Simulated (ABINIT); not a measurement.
# BN (Qingsongite): a self-consistent loop beyond G0W0, cycle by cycle, part 3 of 3

How far does self-consistency move the gap of BN (Qingsongite)?

ABINIT 10.8.3; PBE and many-body steps on it, plane waves. Known limits of the many-body steps: not at the basis limit; coarse k mesh.

So far. Step 10 (evGW, cycle 1): Against G0W0 in ABINIT (6×6×6 mesh, 91 bands, screening to 261.2 eV, Godby-Needs plasmon pole), the gap moves by +0.548 eV. Step 13 (evGW, cycle 2): Against the cycle before, the gap moves by +0.037 eV.

## (14) Screening, 6×6×6 mesh, 91 bands, screening to 261.2 eV

This step: RPA screening on PBE, plane waves, norm-conserving pseudopotentials.

Contents of run.abi:

```
acell 3*1.0 Angstrom
rprim 
  -0.000000000000 1.807500000000 1.807500000000
  1.807500000000 0.000000000000 1.807500000000
  1.807500000000 1.807500000000 -0.000000000000
ntypat 2
znucl 5 7
natom 2
typat 1 2
xred 
  0.000000000000 0.000000000000 0.000000000000
  0.250000000000 0.250000000000 0.250000000000
pp_dirpath "pseudos"
pseudos "B.upf, N.upf"
ecut 36
ngkpt 6 6 6
nshiftk 1
shiftk 0 0 0
kptopt 1
chksymbreak 0
istwfk *1
occopt 1
irdwfk 1
optdriver 3
nband 91
ecuteps 9.6
inclvkb 2
awtr 1
symchi 1
gwcalctyp 10
mbpt_sciss 2.850 eV
nqptdm 1
qptdm 
  0 0 0
indata_prefix "in"
outdata_prefix "out"
tmpdata_prefix "tmp"
```

On the command line:

```
OMP_NUM_THREADS=1 mpirun -n 4 abinit run.abi > log
```

Log:

```text
.Version 10.8.3 of ABINIT. v10.8.2 released Aug 2026.

 Symmetries : space group F-4 3 m (#216); Bravais cF (face-center cubic)
[... echo of the input left out ...]
== DATASET  1 ==================================================================
-   mpi_nproc: 4, omp_nthreads: 1 (-1 if OMP is not activated)

--- !DatasetInfo
iteration_state: {dtset: 1, }
dimensions: {natom: 2, nkpt: 16, mband: 91, nsppol: 1, nspinor: 1, nspden: 1, mpw: 869, }
cutoff_energies: {ecut:  36.0, pawecutdg:  -1.0, }
[...]
[... chi0 elements left out ...]
 For q-point:  0.000010 0.000020 0.000030
  dielectric constant =   3.8069
  dielectric constant without local fields =   4.0618

  Average fulfillment of the sum rule on Im[epsilon] for q-point    1 :     96.75  [%]
[... wings left out ...]
== END DATASET(S) ==============================================================
================================================================================

 -outvars: echo values of variables after computation  --------
           etotal      0.0000000000E+00
            nband          91
             nkpt          16
          spgroup         216
 [... the other variables as echoed above ...]

 Calculation completed.
```

It took 2.4 s on 4 MPI ranks of Arm Neoverse V1, shared host; peak memory 0.13 GiB.

Numbers from this step:

```yaml
eps_infinity_with_local_fields_on_this_mesh_along_the_program_s_q_direction: 3.807
the_same_without_local_fields: 4.062
plasma_frequency: 30.56 eV
plane_waves_in_the_screening_matrix: 113
```

This screening uses the functional's bands under a rigid shift, the mean opening of the cycle before.

## (15) Screening, 6×6×6 mesh, 91 bands, screening to 261.2 eV

This step: RPA screening on PBE from quasiparticle energies, plane waves, norm-conserving pseudopotentials.

run.abi: that of step 14 with these lines changed.

```diff
@@ -29,7 +29,21 @@
 symchi 1
+irdqps 1
 gwcalctyp 10
-mbpt_sciss 2.850 eV
-nqptdm 1
+nqptdm 15
 qptdm 
-  0 0 0
+  0.1666666667 0.0000000000 0.0000000000
+  0.3333333333 0.0000000000 0.0000000000
+  0.5000000000 0.0000000000 0.0000000000
+  0.1666666667 0.1666666667 0.0000000000
+  0.3333333333 0.1666666667 0.0000000000
+  0.5000000000 0.1666666667 0.0000000000
+  -0.3333333333 0.1666666667 0.0000000000
+  -0.1666666667 0.1666666667 0.0000000000
+  0.3333333333 0.3333333333 0.0000000000
+  0.5000000000 0.3333333333 0.0000000000
+  -0.3333333333 0.3333333333 0.0000000000
+  0.5000000000 0.5000000000 0.0000000000
+  0.5000000000 0.3333333333 0.1666666667
+  -0.3333333333 0.3333333333 0.1666666667
+  -0.3333333333 0.5000000000 0.1666666667
 indata_prefix "in"
```

Contents of mrgscr.stdin:

```
2
merged
q0_SCR
out_SCR
1
```

On the command line:

```
OMP_NUM_THREADS=1 mpirun -n 4 abinit run.abi > log; mrgscr < mrgscr.stdin
```

Log:

```text
.Version 10.8.3 of ABINIT. v10.8.2 released Aug 2026.

 Symmetries : space group F-4 3 m (#216); Bravais cF (face-center cubic)
[... echo of the input left out ...]
== DATASET  1 ==================================================================
-   mpi_nproc: 4, omp_nthreads: 1 (-1 if OMP is not activated)

--- !DatasetInfo
iteration_state: {dtset: 1, }
dimensions: {natom: 2, nkpt: 16, mband: 91, nsppol: 1, nspinor: 1, nspden: 1, mpw: 869, }
cutoff_energies: {ecut:  36.0, pawecutdg:  -1.0, }
[...]
q-point number  1        q = ( 0.166667, 0.000000, 0.000000) [r.l.u.]
--------------------------------------------------------------------------------
[... chi0 elements left out ...]
  Average fulfillment of the sum rule on Im[epsilon] for q-point    2 :    112.13  [%]

--------------------------------------------------------------------------------
  q-point number  2        q = ( 0.333333, 0.000000, 0.000000) [r.l.u.]
--------------------------------------------------------------------------------
[... chi0 elements left out ...]
  Average fulfillment of the sum rule on Im[epsilon] for q-point    3 :    105.46  [%]

 [... 13 further q-points ...]
```

It took 15 s on 4 MPI ranks; peak memory 0.49 GiB; 60 s of CPU time.

This step gave:

- plasma frequency: 30.56 eV
- plane waves in the screening matrix: 113

This screening reads the quasiparticle levels of the cycle before.

## (16) evGW, cycle 3

This step: evGW on PBE, plane waves, norm-conserving pseudopotentials.

run.abi: that of step 15 with these lines changed.

```diff
@@ -23,12 +23,10 @@
 irdwfk 1
-optdriver 3
+optdriver 4
 nband 91
-ecuteps 9.6
-inclvkb 2
-awtr 1
-symchi 1
-irdqps 1
 gwcalctyp 10
-nqptdm 15
-qptdm 
+ecutsigx 36
+symsigma 1
+nkptgw 16
+kptgw 
+  0.0000000000 0.0000000000 0.0000000000
   0.1666666667 0.0000000000 0.0000000000
@@ -48,2 +46,23 @@
   -0.3333333333 0.5000000000 0.1666666667
+bdgw 
+  1 8
+  1 8
+  1 8
+  1 8
+  1 8
+  1 8
+  1 8
+  1 8
+  1 8
+  1 8
+  1 8
+  1 8
+  1 8
+  1 8
+  1 8
+  1 8
+ecuteps 9.6
+irdscr 1
+ppmodel 1
+irdqps 1
 indata_prefix "in"
```

On the command line:

```
OMP_NUM_THREADS=1 mpirun -n 4 abinit run.abi > log
```

Log:

```text
.Version 10.8.3 of ABINIT. v10.8.2 released Aug 2026.

 Symmetries : space group F-4 3 m (#216); Bravais cF (face-center cubic)
[... echo of the input left out ...]
== DATASET  1 ==================================================================
-   mpi_nproc: 4, omp_nthreads: 1 (-1 if OMP is not activated)

--- !DatasetInfo
iteration_state: {dtset: 1, }
dimensions: {natom: 2, nkpt: 16, mband: 91, nsppol: 1, nspinor: 1, nspden: 1, mpw: 869, }
cutoff_energies: {ecut:  36.0, pawecutdg:  -1.0, }
[...]
.  kptgw no:  3; Maximum DeltaE = (  -0.010   0.027) for band index:  1
[...]
.  kptgw no: 15; Maximum DeltaE = (  -0.005  -0.000) for band index:  8
.  kptgw no: 16; Maximum DeltaE = (  -0.004   0.003) for band index:  1

== END DATASET(S) ==============================================================
================================================================================

 -outvars: echo values of variables after computation  --------
           etotal      0.0000000000E+00
            nband          91
             nkpt          16
          spgroup         216
 [... the other variables as echoed above ...]

 Calculation completed.
```

Elapsed: 2.5 min, on 4 MPI ranks; peak memory 0.57 GiB.

This step gave:

| Quantity | Value |
| --- | --- |
| quasiparticle gap on the mesh | 6.626 eV |
| gap of the density functional on the mesh | 4.535 eV |
| k of the valence top | 0, 0, 0 |
| k of the conduction bottom | 0.5, 0.5, 0 |
| least direct quasiparticle gap on the computed points | 11.65 eV |

Against the cycle before, the gap moves by +0.003 eV.

## (17) Side by side

Times are wall times on 4 MPI ranks of Arm Neoverse V1, shared host, good to a factor of about two. A run's time includes the screening step that it read.

| run | mesh | bands | screening cutoff (eV) | DFT gap (eV) | gap on the mesh (eV) | direct (eV) | ε∞ used | time |
| --- | --- | --- | --- | --- | --- | --- | --- | --- |
| G0W0 | 6×6×6 | 91 | 261.2 | 4.535 | 6.038 | 10.949 | 4.39 | 21 s |
| evGW0, cycle 1 | 6×6×6 | 91 | 261.2 | 4.535 | 6.331 | 11.358 | 4.39 | 2.8 min |
| evGW0, cycle 2 | 6×6×6 | 91 | 261.2 | 4.535 | 6.253 | 11.218 | 4.39 | 2.8 min |
| evGW0, cycle 3 | 6×6×6 | 91 | 261.2 | 4.535 | 6.254 | 11.224 | 4.39 | 2.8 min |
| evGW, cycle 1 | 6×6×6 | 91 | 261.2 | 4.535 | 6.586 | 11.604 | 3.88 | 2.8 min |
| evGW, cycle 2 | 6×6×6 | 91 | 261.2 | 4.535 | 6.623 | 11.646 | 3.81 | 2.8 min |
| evGW, cycle 3 | 6×6×6 | 91 | 261.2 | 4.535 | 6.626 | 11.650 | 3.81 | 2.8 min |

## (18) Results

```yaml
g0w0: 6.038 eV
evgw0_cycle_1: 6.331 eV
evgw0_cycle_2: 6.253 eV
evgw0_cycle_3: 6.254 eV
evgw_cycle_1: 6.586 eV
evgw_cycle_2: 6.623 eV
evgw_cycle_3: 6.626 eV
known_limits: not at the basis limit; coarse k mesh
```

Only the bands that the input lists are updated; the others, empty or deep, keep the functional's energies or take a rigid shift. The evGW loop starts from the last levels of evGW0, so its cycles and time come on top of those. evGW0 ends at 6.25 eV, +0.22 eV from G0W0, after 3 cycles that took 7.6 min beside the first screening; the last moved the gap by 0.001 eV. evGW ends at 6.63 eV, +0.59 eV from G0W0, after 3 cycles that took 8.5 min beside the first screening; the last moved the gap by 0.003 eV. The first cycle of evGW0 takes the full correction, without the factor Z, so it overshoots the one-shot value. Bands and cutoff are finite, so the gap is not at the basis limit. The miss can reach some tenths of an eV and take either sign; the mesh is an error of its own. The 6×6×6 mesh is coarse for this cell, which bears on the long-range parts of exchange and screening. In the updated screening the q = 0 part is built from Kohn-Sham bands under a rigid shift, the other q from the quasiparticle levels.

[Paths, hosts, dates, memory and timing lines, banners, echoed tables and standing remarks are left out of the program output.]

[Logs are printed without paths, hosts, clocks, repeated set-up lines and the standing remarks that a program may print on its own settings, such as how far it seeks lower states.]

[Runs of the session that timed out or met a known fault of the program may be left out.]

[Hosts, paths, dates, database ids (printed as entryN), source tags and the programs' standing remarks are cut or masked in the printed files.]

[G0W0 gaps are taken among the corrected bands and points alone; a level outside them can change the order at an edge.]

[Where Ansatz stands beside ABINIT at settings called matched, ABINIT's density can come from a denser mesh and the files from another edition; pairs whose starting gaps differed by over 0.03 eV were left out, so agreement reads better than it is.]
